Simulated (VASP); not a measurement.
# BeS (F-43m) in VASP: further runs

One crystal, BeS, is run at these levels: PBE; tasks: single point, relaxation of cell and atoms.

Program: VASP 6.6.1. These are calculated values, not measurements. Logs are shortened: lines on timing, memory, paths and dates and some standing lists are left out, and cuts for length are marked.

### 1 The crystal as given

The structure is cubic, space group F-43m (No. 216). Conventional cell: a = 4.876 Å, b = 4.876 Å, c = 4.876 Å, α = 90.00°, β = 90.00°, γ = 90.00°. Be (site symmetry -43m) has 4 S at 2.11 Å as nearest neighbours. S (site symmetry -43m) is surrounded by 4 Be at 2.11 Å.

The cell is a database's computed one.

### 2 Single point, PBE

INCAR reads:

```
SYSTEM = BeS
  PREC = Accurate
  ENCUT = 520
  EDIFF = 1E-6
  ISMEAR = 0
  SIGMA = 0.02
  LREAL = .FALSE.
  LASPH = .TRUE.
  NELM = 100
  ALGO = Normal
  ISIF = 2
  LWAVE = .FALSE.
  LCHARG = .FALSE.
  GGA = PE
  NBANDS = 11
```

KPOINTS reads:

```
regular mesh
0
G
  8 8 8
  0 0 0
```

POSCAR reads:

```
BeS
1.0
    0.0000000000      2.4380594476      2.4380594476
    2.4380594476      0.0000000000      2.4380594476
    2.4380594476      2.4380594476      0.0000000000
Be S
1 1
Direct
    0.0000000000      0.0000000000      0.0000000000
    0.7500000000      0.7500000000      0.7500000000
```

Potentials or basis: VASP PAW PBE potentials, release 64 (Be, S).

Run with:

```bash
> cat potpaw_PBE.64/Be/POTCAR potpaw_PBE.64/S/POTCAR > POTCAR
> mpirun -np 1 vasp_std > vasp.out
```

OUTCAR:

```text
SYSTEM = BeS
   PREC = Accurate
   ENCUT = 520
   EDIFF = 1E-6
   ISMEAR = 0
   LREAL = .FALSE.
   LASPH = .TRUE.
   NELM = 100
   ISIF = 2
   GGA = PE

 ion  position               nearest neighbor table
   1  0.000  0.000  0.000-   2 2.11   2 2.11   2 2.11   2 2.11
   2  0.750  0.750  0.750-   1 2.11   1 2.11   1 2.11   1 2.11

  LATTYP: Found a face centered cubic cell.
 ALAT       =     4.8761188952

  Lattice vectors:

 A1 = (   0.0000000000,   2.4380594476,   2.4380594476)
 A2 = (   2.4380594476,   0.0000000000,   2.4380594476)
 A3 = (   2.4380594476,   2.4380594476,   0.0000000000)

Analysis of symmetry for initial positions (statically):
=====================================================================
 Subroutine PRICEL returns:
 Original cell was already a primitive cell.

 Routine SETGRP: Setting up the symmetry group for a
 face centered cubic supercell.

 Subroutine GETGRP returns: Found 24 space group operations
 (whereof 24 operations were pure point group operations)
 out of a pool of 48 trial point group operations.

The static configuration has the point symmetry T_d .

Analysis of symmetry for dynamics (positions and initial velocities):
=====================================================================
 Subroutine PRICEL returns:
 Original cell was already a primitive cell.

 Routine SETGRP: Setting up the symmetry group for a
 face centered cubic supercell.

 Subroutine GETGRP returns: Found 24 space group operations
 (whereof 24 operations were pure point group operations)
 out of a pool of 48 trial point group operations.

The dynamic configuration has the point symmetry T_d .

 Subroutine INISYM returns: Found 24 space group operations
 (whereof 24 operations are pure point group operations),
 and found     1 'primitive' translations

----------------------------------------------------------------------------------------

                                     Primitive cell

  volume of cell :      28.9843

  direct lattice vectors                    reciprocal lattice vectors
     0.000000000  2.438059448  2.438059448    -0.205081136  0.205081136  0.205081136
     2.438059448  0.000000000  2.438059448     0.205081136 -0.205081136  0.205081136
     2.438059448  2.438059448  0.000000000     0.205081136  0.205081136 -0.205081136

  length of vectors
     3.447936737  3.447936737  3.447936737     0.355210946  0.355210946  0.355210946

  position of ions in fractional coordinates (direct lattice)
     0.000000000  0.000000000  0.000000000
     0.750000000  0.750000000  0.750000000

  ion indices of the primitive-cell ions
   primitive index   ion index
                 1           1
                 2           2

----------------------------------------------------------------------------------------

 KPOINTS: regular mesh

Automatic generation of k-mesh.
 Grid dimensions read from file:
 generate k-points for:    8    8    8

 Generating k-lattice:

  Cartesian coordinates                     Fractional coordinates (reciprocal lattice)
    -0.025635142  0.025635142  0.025635142     0.125000000  0.000000000  0.000000000
     0.025635142 -0.025635142  0.025635142     0.000000000  0.125000000  0.000000000
     0.025635142  0.025635142 -0.025635142     0.000000000  0.000000000  0.125000000

  Length of vectors
     0.044401368  0.044401368  0.044401368

  Shift w.r.t. Gamma in fractional coordinates (k-lattice)
     0.000000000  0.000000000  0.000000000

 Subroutine IBZKPT returns following result:
 ===========================================

 Found     29 irreducible k-points:

 Following reciprocal coordinates:
            Coordinates               Weight
  0.000000  0.000000  0.000000      1.000000
  0.125000  0.000000  0.000000      8.000000
  0.250000  0.000000  0.000000      8.000000
  0.375000  0.000000  0.000000      8.000000
  0.500000  0.000000  0.000000      4.000000
  0.125000  0.125000  0.000000      6.000000
[... 16 lines left out ...]
  0.500000  0.250000  0.125000     48.000000
 -0.375000  0.250000  0.125000     24.000000
 [... further k-points ...]
   k-points           NKPTS =     29   k-points in BZ     NKDIM =     29   number of bands    NBANDS=     11
   number of dos      NEDOS =    301   number of ions     NIONS =      2
   total plane-waves  NPLWV =  21952
   dimension x,y,z NGX =    28 NGY =   28 NGZ =   28
   dimension x,y,z NGXF=    56 NGYF=   56 NGZF=   56
   ions per type =               1   1
   NGX,Y,Z   is equivalent  to a cutoff of  13.50, 13.50, 13.50 a.u.
   NGXF,Y,Z  is equivalent  to a cutoff of  27.00, 27.00, 27.00 a.u.
 SYSTEM =  BeS
   PREC   = accura    normal or accurate (medium, high low for compatibility)
   ISTART =      0    job   : 0-new  1-cont  2-samecut
   ICHARG =      2    charge: 1-file 2-atom 10-const
   ISPIN  =      1    spin polarized calculation?
   LNONCOLLINEAR =      F non collinear calculations
   LSORBIT =      F    spin-orbit coupling
   LASPH  =      T    aspherical Exc in radial PAW
   ENCUT  =  520.0 eV  38.22 Ry    6.18 a.u.   6.41  6.41  6.41*2*pi/ulx,y,z
   NELM   =    100;   NELMIN=  2; NELMDL= -5     # of ELM steps
   EDIFF  = 0.1E-05   stopping-criterion for ELM
   LREAL  =      F    real-space projection
   EDIFFG = 0.1E-04   stopping-criterion for IOM
   NSW    =      0    number of steps for IOM
   IBRION =     -1    ionic relax: 0-MD 1-quasi-New 2-CG
   NFREE  =      0    steps in history (QN), initial steepest desc. (CG)
   ISIF   =      2    stress and relaxation
   ISYM   =      2    0-nonsym 1-usesym 2-fastsym
   POTIM  = 0.5000    time-step for ionic-motion
   TEBEG  =    0.0;   TEEND  =   0.0 temperature during run
   PSTRESS=    0.0 pullay stress
   NELECT =       8.0000    total number of electrons
   NUPDOWN=      -1.0000    fix difference up-down
   EMIN   =  10.00;   EMAX   =-10.00  energy-range for DOS
   EFERMI =   0.00;   METHOD = LEGACY
   ISMEAR =     0;   SIGMA  =   0.02  broadening in eV -4-tet -1-fermi 0-gaus
   EFERMI_NEDOS =   21; number of points for ismear=-14 and -15
   IALGO  =     38    algorithm
   IMIX   =      4    mixing-type and parameters
     AMIX     =   0.40;   BMIX     =  1.00
     AMIX_MAG =   1.60;   BMIX_MAG =  1.00
  volume/ion in A,a.u.               =      14.49        97.80
  Fermi-wavevector in a.u.,A,eV,Ry     =   1.065902  2.014262 15.458214  1.136147
  Thomas-Fermi vector in A             =   2.201469
   LORBIT       =      0    0 simple, 1 ext, 2 COOP (PROOUT), +10 PAW based schemes
   GGA     = PE    functional components
   LHFCALC =     F    Hartree Fock is set to
   AEXX    =    0.0000 exact exchange contribution
   IVDW    =     0    specifies the selected vdW correction
   LEPSILON=     F    determine dielectric tensor
   LRPA    =     F    only Hartree local field effects (RPA)
 non-spin polarized calculation
 Gauss-broadening in eV      SIGMA  =   0.02
  energy-cutoff  :      520.00
  volume of cell :       28.98
 maximum number of plane-waves:       799
 NGX is ok and might be reduce to    28
   NGX = 13   NGY = 13   NGZ = 13

 number of electron       7.9999999 magnetization

 Free energy of the ion-electron system (eV)
  ---------------------------------------------------
  ext. energy  EPLUGINS =         0.00000000
  ---------------------------------------------------
  free energy    TOTEN  =       -10.01333922 eV

  energy without entropy =      -10.01333922  energy(sigma->0) =      -10.01333922

 E-fermi :   4.1810     XC(G=0):  -9.6642

 val. band max:        4.0095257426   @ k =   0.0000   0.0000   0.0000
 cond. band min:       7.1558239695   @ k =   0.5000   0.5000   0.0000
 fundamental gap:      3.1462982268
 Fermi energy:         4.1809831982

 k-point     1 :       0.0000    0.0000    0.0000
  band No.  band energies     occupation
      1      -9.5759      2.00000
      2       4.0095      2.00000
      3       4.0095      2.00000
      4       4.0095      2.00000
      5       9.6854      0.00000
      6       9.6854      0.00000
      7       9.6854      0.00000
      8       9.7595      0.00000
      9      16.7916      0.00000
     10      16.7916      0.00000
     11      18.7569      0.00000

 k-point     2 :       0.1250    0.0000    0.0000
  band No.  band energies     occupation
      1      -9.4024      2.00000
      2       2.8269      2.00000
      3       3.8153      2.00000
      4       3.8153      2.00000
      5       9.5778      0.00000
      6      10.0344      0.00000
      7      10.0344      0.00000
      8      11.0638      0.00000
      9      16.1118      0.00000
     10      16.1118      0.00000
     11      18.6375      0.00000

 k-point     3 :       0.2500    0.0000    0.0000
  band No.  band energies     occupation
      1      -8.9253      2.00000
      2       0.7577      2.00000
      3       3.4266      2.00000
      4       3.4266      2.00000
      5       9.5172      0.00000
      6      10.5725      0.00000
      7      10.5725      0.00000
      8      13.1610      0.00000
      9      15.8729      0.00000
     10      15.8729      0.00000
     11      18.1926      0.00000
[... 267 lines left out ...]
 k-point    23 :       0.5000    0.2500    0.1250
  band No.  band energies     occupation
      1      -8.0065      2.00000
      2      -0.6094      2.00000
      3       1.3803      2.00000
      4       2.4530      2.00000
      5      10.0045      0.00000
      6      10.8082      0.00000
      7      12.4170      0.00000
      8      13.2474      0.00000
      9      16.5641      0.00000
     10      18.3144      0.00000
     11      20.3623      0.00000

 k-point    24 :      -0.3750    0.2500    0.1250
  band No.  band energies     occupation
      1      -7.7418      2.00000
      2      -1.1493      2.00000
      3       1.2847      2.00000
      4       2.2131      2.00000
      5      10.1162      0.00000
      6      10.5596      0.00000
      7      13.0730      0.00000
      8      14.4538      0.00000
      9      15.4001      0.00000
     10      19.2385      0.00000
     11      19.8620      0.00000

 [... further k-points ...]

------------------------ aborting loop because EDIFF is reached ----------------------------------------

  FORCE on cell =-STRESS in cart. coord.  units (eV):
  Direction    XX          YY          ZZ          XY          YZ          ZX
  --------------------------------------------------------------------------------------
  -------------------------------------------------------------------------------------
  Total        0.0027587      0.0027587      0.0027587      0.0000000      0.0000000     -0.0000000
  in kB        0.1524915      0.1524915      0.1524915      0.0000000      0.0000000     -0.0000000
  external PRESSURE =       0.1524915 kB  Pullay stress =       0.0000000 kB

 VOLUME and BASIS-vectors are now :
 -----------------------------------------------------------------------------
  energy-cutoff  :      520.00
  volume of cell :       28.98
      direct lattice vectors                 reciprocal lattice vectors
     0.000000000  2.438059448  2.438059448    -0.205081136  0.205081136  0.205081136
     2.438059448  0.000000000  2.438059448     0.205081136 -0.205081136  0.205081136
     2.438059448  2.438059448  0.000000000     0.205081136  0.205081136 -0.205081136

 POSITION                                       TOTAL-FORCE (eV/Angst)
 -----------------------------------------------------------------------------------
      0.00000      0.00000      0.00000        -0.000000      0.000000      0.000000
      3.65709      3.65709      3.65709         0.000000     -0.000000     -0.000000
 -----------------------------------------------------------------------------------
    total drift:                               -0.000000     -0.000000     -0.000000

  FREE ENERGIE OF THE ION-ELECTRON SYSTEM (eV)
  ---------------------------------------------------
  free  energy   TOTEN  =       -10.0133392228 eV

  energy  without entropy=      -10.0133392228  energy(sigma->0) =      -10.01333922
```

Wall time 4.5 s (1 thread of Intel Xeon 6975P-C (Granite Rapids), shared host); peak memory 0.15 GiB.

What came out:

| Quantity | Value |
| --- | --- |
| Free energy | -10.0133 eV |
| Pressure | 0.0 GPa |
| Band gap on the k mesh | 3.15 eV, indirect (least direct gap 5.68 eV) |

### 3 Relaxation of cell and atoms, PBE

This run uses another cell than the first one, of 14.44 Å³/atom, 0.996 times its volume.

INCAR reads:

```
PREC     = Accurate       # precision mode
ENCUT    = 600            # plane-wave cutoff, eV
EDIFF    = 1E-6           # SCF threshold, eV
ISMEAR   = 0              # smearing method
SIGMA    = 0.02           # smearing width, eV
LREAL    = F              # projectors in reciprocal space
LASPH    = T              # aspherical terms in the spheres
NELM     = 100            # most SCF steps
ALGO     = Fast           # electronic algorithm
ISIF     = 3              # what is computed and relaxed
LWAVE    = F              # write WAVECAR
LCHARG   = F              # write CHGCAR
GGA      = PE             # functional
IBRION   = 2              # ionic algorithm
NSW      = 100            # ionic steps
EDIFFG   = -0.01          # ionic threshold
```

KPOINTS reads:

```
regular mesh
0
Gamma
  8 8 8
```

POSCAR reads:

```
BeS
1.0
    0.0000000000      2.4351515800      2.4351515800
    2.4351515800      0.0000000000      2.4351515800
    2.4351515800      2.4351515800      0.0000000000
Be S
1 1
Direct
    0.0000000000      0.0000000000      0.0000000000
    0.7500000000      0.7500000000      0.7500000000
```

Potentials or basis: VASP PAW PBE potentials, release 64 (Be, S).

Run with:

```bash
> cat potpaw_PBE.64/Be/POTCAR potpaw_PBE.64/S/POTCAR > POTCAR
> mpirun -np 1 vasp_std > vasp.out
```

Wall time 6.1 s (1 thread of Intel Xeon 6975P-C (Granite Rapids), shared host); peak memory 0.15 GiB.

The run converged. Its results:

* Free energy: -10.0135 eV
* Relaxed volume: 14.51 Å³/atom
* Relaxed cell: a = 3.450 Å, b = 3.450 Å, c = 3.450 Å, α = 60.00°, β = 60.00°, γ = 60.00°
* Space group after relaxing (to 0.05 Å): F-43m (No. 216)
* Energy gained by relaxing: 0.1 meV/atom
* Ionic steps: 2
* Pressure after relaxing: -0.1 GPa
* Band gap on the k mesh: 3.15 eV, indirect (least direct gap 5.68 eV)

The path:
```
step  energy change (eV)  largest force (eV/Å)  pressure (GPa)  volume (Å³)
   1              0.0000                0.0000            0.38        28.88
   2             -0.0001                0.0000           -0.10        29.02
```

Final structure:
```yaml
crystal:
  lattice:
    - [0.00000, 2.43917, 2.43917]
    - [2.43917, 0.00000, 2.43917]
    - [2.43917, 2.43917, 0.00000]
  atoms:
    - { symbol: Be, position: [0.00000, 0.00000, 0.00000] }
    - { symbol: S, position: [0.75000, 0.75000, 0.75000] }
```

Levels at points of the mesh, in eV from the valence-band top:
| k point | band 1 | band 2 | band 3 | band 4 | band 5 | band 6 | band 7 | band 8 |
| --- | --- | --- | --- | --- | --- | --- | --- | --- |
| (0.00, 0.00, 0.00) | -13.58 | 0.00 | 0.00 | 0.00 | 5.68 | 5.68 | 5.68 | 5.74 |
| (0.50, 0.00, 0.00) | -12.01 | -5.68 | -1.01 | -1.01 | 5.42 | 6.57 | 6.57 | 11.12 |
| (0.50, 0.50, 0.00) | -11.49 | -4.93 | -2.58 | -2.58 | 3.15 | 4.93 | 12.64 | 12.64 |

(Part 1 of 2 ends here.)
